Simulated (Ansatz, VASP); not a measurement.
**ZnS in VASP and in Ansatz**

Contents of INCAR:

```
SYSTEM = ZnS
ALGO     = Normal         ! electronic algorithm
EDIFF    = 1E-6           ! SCF threshold, eV
EDIFFG   = -0.005         ! ionic threshold
ENCUT    = 600            ! plane-wave cutoff, eV
GGA      = PE             ! functional
IBRION   = 2              ! ionic algorithm
ISIF     = 3              ! what is computed and relaxed
ISMEAR   = 0              ! smearing method
LASPH    = .True.         ! aspherical terms in the spheres
LCHARG   = .False.        ! write CHGCAR
LREAL    = .False.        ! projectors in reciprocal space
LWAVE    = .False.        ! write WAVECAR
NELM     = 80             ! most SCF steps
NSW      = 100            ! ionic steps
PREC     = Accurate       ! precision mode
SIGMA    = 0.02           ! smearing width, eV
```

File KPOINTS:

```
k-points
0
Gamma
  10 10 10
  0 0 0
```

File POSCAR:

```
ZnS
1.0
    0.0000000000      2.7020000000      2.7020000000
    2.7020000000      0.0000000000      2.7020000000
    2.7020000000      2.7020000000      0.0000000000
Zn S
1 1
Direct
    0.2500000000      0.2500000000      0.2500000000
    0.0000000000      0.0000000000      0.0000000000
```

Input for Ansatz:

```yaml
crystal:
  lattice:
    - [0.0, 2.702, 2.702]
    - [2.702, 0.0, 2.702]
    - [2.702, 2.702, 0.0]
  atoms:
    - { symbol: Zn, position: [0.25, 0.25, 0.25] }
    - { symbol: S, position: [0.0, 0.0, 0.0] }
basis:
  ecutwfc: 420
kpoints:
  mp_grid: { grid: [10, 10, 10] }
hamiltonian:
  xc: pbe
scf:
  occupations: { method: gaussian, width: 0.02 }
output:
  forces: true
  stress: true
  eigenvalues: true
  write_density: true
  write_potential: true
  elf: true
  volumetric_format: npy
relax:
  adjacent_minimum: "off"
  f_tol: 0.005
  max_steps: 80
  cell: { stress_tol: 0.05 }
```

Alike in both runs: task relaxation of cell and atoms; functional PBE; k mesh 10 × 10 × 10; occupations gaussian, width 0.02 eV; no spin polarisation.

```csv
,VASP,Ansatz
version,VASP 6.6.1,Ansatz 0.2.0
potentials or method,"VASP PAW PBE potentials, release 64 (Zn, S)","scalar-relativistic, plane waves, PAW"
plane-wave cutoff (eV),600,420
valence electrons in the cell,18,18
```

```csv
,VASP,Ansatz,Ansatz less VASP
"gap on the k mesh at the Fermi level, each at its own relaxed structure (eV)",2.01,2.02,+0.007
relaxed volume (Å³/atom),20.21,20.16,-0.051
relaxed cell length with the largest relative difference (Å),3.852,3.849,-0.0033
energy change over the relaxation (meV/atom),-3,-2,+0.4
```

Expect the measured gap to be larger: semilocal functionals such as PBE lack the derivative discontinuity. Zero-point motion and thermal expansion aren't in these numbers. PBE usually gives volumes a little too large and moduli too small.
